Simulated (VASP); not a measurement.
# Zn (Fmmm) in VASP: further runs, part 2 of 2

VASP 6.6.1.

## Step 3: Single point, LDA (strain -0.0200 x Voigt [0, 0, 0, 0, 0, 1], atoms carried along)

Input file INCAR:

```
SYSTEM = Zn
ALGO     = Fast           ! electronic algorithm
EDIFF    = 1E-6           ! SCF threshold, eV
ENCUT    = 520            ! plane-wave cutoff, eV
GGA      = CA             ! functional
ISIF     = 2              ! what is computed and relaxed
ISMEAR   = 0              ! smearing method
LASPH    = .TRUE.         ! aspherical terms in the spheres
LCHARG   = .FALSE.        ! write CHGCAR
LREAL    = .FALSE.        ! projectors in reciprocal space
LWAVE    = .FALSE.        ! write WAVECAR
NBANDS   = 12             ! bands
NELM     = 60             ! most SCF steps
PREC     = Accurate       ! precision mode
SIGMA    = 0.15           ! smearing width, eV
```

Input file KPOINTS:

```
k-points
0
G
  22 22 22
  0 0 0
```

Input file POSCAR:

```
Zn
1.0
   -1.5847273700      1.5847273700      1.5690370000
    1.5847273700     -1.5847273700      1.5690370000
    1.5533466300      1.5533466300     -1.5690370000
Zn
1
Direct
    0.0000000000      0.0000000000      0.0000000000
```

Potentials or basis: VASP PAW LDA potentials, release 64 (Zn).

The run is started by

```sh
$ cat potpaw_LDA.64/Zn/POTCAR > POTCAR
$ mpirun -np 1 vasp_std > vasp.out
```

OUTCAR:

```text
SYSTEM = Zn
   EDIFF = 1E-6
   ENCUT = 520
   GGA = CA
   ISIF = 2
   ISMEAR = 0
   LASPH = .TRUE.
   LREAL = .FALSE.
   NELM = 60
   PREC = Accurate

 ion  position               nearest neighbor table
   1  0.000  0.000  0.000-

  LATTYP: Found a face centered orthorhombic cell.
 ALAT       =     3.1380740000
 B/A-ratio  =     1.4000714267
 C/A-ratio  =     1.4283556980

  Lattice vectors:

 A1 = (  -0.0313807400,   3.1380740000,   0.0000000000)
 A2 = (  -1.5847273700,   1.5847273700,   1.5690370000)
 A3 = (   1.5533466300,   1.5533466300,   1.5690370000)

Analysis of symmetry for initial positions (statically):
=====================================================================
 Subroutine PRICEL returns:
 Original cell was already a primitive cell.

 Routine SETGRP: Setting up the symmetry group for a
 face centered orthorhombic supercell.

 Subroutine GETGRP returns: Found  8 space group operations
 (whereof  8 operations were pure point group operations)
 out of a pool of  8 trial point group operations.

The static configuration has the point symmetry D_2h.

[... 163 lines left out ...]
 cond. band min:       2.8579092475   @ k =  -0.3636  -0.4091   0.2727
 fundamental gap:      0.0061469936
 Fermi energy:         2.8561309807

 k-point     1 :       0.0000    0.0000    0.0000
  band No.  band energies     occupation
      1      -7.4871      2.00000
      2      -5.0121      2.00000
      3      -4.9807      2.00000
      4      -4.9476      2.00000
      5      -4.4753      2.00000
      6      -4.4741      2.00000
      7      21.2210      0.00000
      8      21.5800      0.00000
      9      21.8330      0.00000
     10      23.5124      0.00000
     11      23.6985      0.00000
     12      23.9999      0.00000
[... 331 lines left out ...]
 k-point    24 :      -0.4545    0.0455    0.0000
  band No.  band energies     occupation
      1      -5.5785      2.00000
      2      -5.2601      2.00000
      3      -4.5115      2.00000
      4      -4.4545      2.00000
      5      -4.2076      2.00000
      6      -1.1088      2.00000
      7       3.5368      0.00000
      8      13.4872      0.00000
      9      15.3884      0.00000
     10      18.9698      0.00000
     11      20.0988      0.00000
     12      28.4635      0.00000

 [... further k-points ...]
[... 5 lines left out ...]
  --------------------------------------------------------------------------------------
  -------------------------------------------------------------------------------------
  Total       -0.7563502     -0.7563502     -0.7601293     -0.0112129      0.0000000      0.0000000
  in kB      -78.4363497    -78.4363497    -78.8282648     -1.1628156      0.0000000      0.0000000
  external PRESSURE =     -78.5669881 kB  Pullay stress =       0.0000000 kB

 VOLUME and BASIS-vectors are now :
 -----------------------------------------------------------------------------
  energy-cutoff  :      520.00
  volume of cell :       15.45
      direct lattice vectors                 reciprocal lattice vectors
    -1.584727370  1.584727370  1.569037000     0.003186987  0.318698670  0.318666800
     1.584727370 -1.584727370  1.569037000     0.318698670  0.003186987  0.318666800
     1.553346630  1.553346630 -1.569037000     0.321885657  0.321885657  0.000000000

 POSITION                                       TOTAL-FORCE (eV/Angst)
 -----------------------------------------------------------------------------------
      0.00000      0.00000      0.00000         0.000000     -0.000000     -0.000000
 -----------------------------------------------------------------------------------
    total drift:                                0.000000     -0.000000      0.000000

  FREE ENERGIE OF THE ION-ELECTRON SYSTEM (eV)
  ---------------------------------------------------
  free  energy   TOTEN  =        -1.7310831944 eV

  energy  without entropy=       -1.7274424735  energy(sigma->0) =       -1.72926283
```

stdout:

```text
POSCAR found type information on POSCAR Zn
 POSCAR found :  1 types and       1 ions
 scaLAPACK will be used
 LDA part: xc-table for (Slater(with rela. corr.)+CA(PZ))
 , standard interpolation
 POSCAR, INCAR and KPOINTS ok, starting setup
 FFT: planning ... GRIDC
 FFT: planning ... GRID_SOFT
 FFT: planning ... GRID
 WAVECAR not read
 entering main loop
WARNING in EDDRMM: call to ZHEGV failed, returncode =   6  3     12
WARNING in EDDRMM: call to ZHEGV failed, returncode =   8  4     12
WARNING in EDDRMM: call to ZHEGV failed, returncode =   6  3     12
WARNING in EDDRMM: call to ZHEGV failed, returncode =   8  4     11
```

Wall time 99 s (1 thread of Intel Xeon Platinum 8559C (Emerald Rapids), shared host); peak memory 0.35 GiB.

What came out:

```yaml
Free_energy: -1.7311 eV
Pressure: -7.9 GPa
Band_gap_on_the_k_mesh: none (metal or under the smearing width)
```

## Step 4: Single point, LDA (strain +0.0250 x Voigt [0, 0, 0, 0, 0, 1], atoms carried along)

Input file INCAR:

```
SYSTEM = Zn
PREC = Accurate ; ENCUT = 520
EDIFF = 1E-7 ; ISMEAR = 0
SIGMA = 0.15 ; LREAL = .FALSE.
LASPH = .TRUE. ; NELM = 100
ALGO = Fast ; ISIF = 2
LWAVE = .FALSE. ; LCHARG = .FALSE.
GGA = CA ; NBANDS = 12
```

Input file KPOINTS:

```
Automatic mesh
0
G
  22 22 22
  0 0 0
```

Input file POSCAR:

```
Zn
1.0
   -1.5494240375      1.5494240375      1.5690370000
    1.5494240375     -1.5494240375      1.5690370000
    1.5886499625      1.5886499625     -1.5690370000
Zn
1
Direct
    0.0000000000      0.0000000000      0.0000000000
```

The run is started by

```sh
$ cat potpaw_LDA.64/Zn/POTCAR > POTCAR
$ mpirun -np 1 vasp_std > vasp.out
```

Run time: 1.8 min. Hardware: 1 thread of Intel Xeon Platinum 8559C (Emerald Rapids), shared host; peak memory 0.35 GiB.

The run converged. Its results:

```yaml
Free_energy: -1.7312 eV
Pressure: -7.8 GPa
Band_gap_on_the_k_mesh: none (metal or under the smearing width)
```

Stress tensor (GPa, compression positive):
```
-7.81  0.10  0.00
 0.10 -7.81  0.00
 0.00  0.00 -7.88
```

Levels at points of the mesh, in eV from the Fermi level:
| k point | band 3 | band 4 | band 5 | band 6 | band 7 | band 8 | band 9 | band 10 |
| --- | --- | --- | --- | --- | --- | --- | --- | --- |
| (0.00, 0.00, 0.00) | -7.84 | -7.79 | -7.33 | -7.33 | 18.27 | 18.73 | 19.03 | 20.63 |
| (0.50, 0.00, 0.00) | -7.36 | -7.30 | -7.00 | -2.62 | -1.05 | 11.04 | 12.75 | 15.24 |
| (0.50, 0.50, 0.00) | -7.37 | -7.32 | -6.98 | -2.49 | -0.79 | 10.88 | 12.50 | 15.18 |
| (0.00, 0.00, 0.50) | -7.34 | -7.28 | -7.02 | -2.75 | -1.32 | 11.38 | 12.79 | 15.49 |
| (0.50, 0.50, 0.50) | -7.11 | -7.08 | -7.05 | 4.03 | 4.12 | 4.24 | 7.27 | 8.67 |

## Step 5: Overview

```tsv
cell	further INCAR settings	gap on the mesh (eV)	pressure (GPa)
strain +0.0300 x Voigt [0, 0, 0, 0, 0, 1], atoms carried along	ALGO = Fast; EDIFF = 1e-06; NBANDS = 12	none	-7.9
strain -0.0200 x Voigt [0, 0, 0, 0, 0, 1], atoms carried along	ALGO = Fast; EDIFF = 1e-06; NBANDS = 12	none	-7.9
strain +0.0250 x Voigt [0, 0, 0, 0, 0, 1], atoms carried along	ALGO = Fast; EDIFF = 1e-07; NBANDS = 12	none	-7.8
```

Alike in all rows: task single point; level LDA; potentials or basis VASP PAW LDA potentials, release 64 (Zn); no spin polarisation; k mesh 22 × 22 × 22; cutoff (eV) 520; smearing gaussian 0.15 eV.

Total energies depend on the potentials used, so only differences within one code and one set of settings carry meaning.
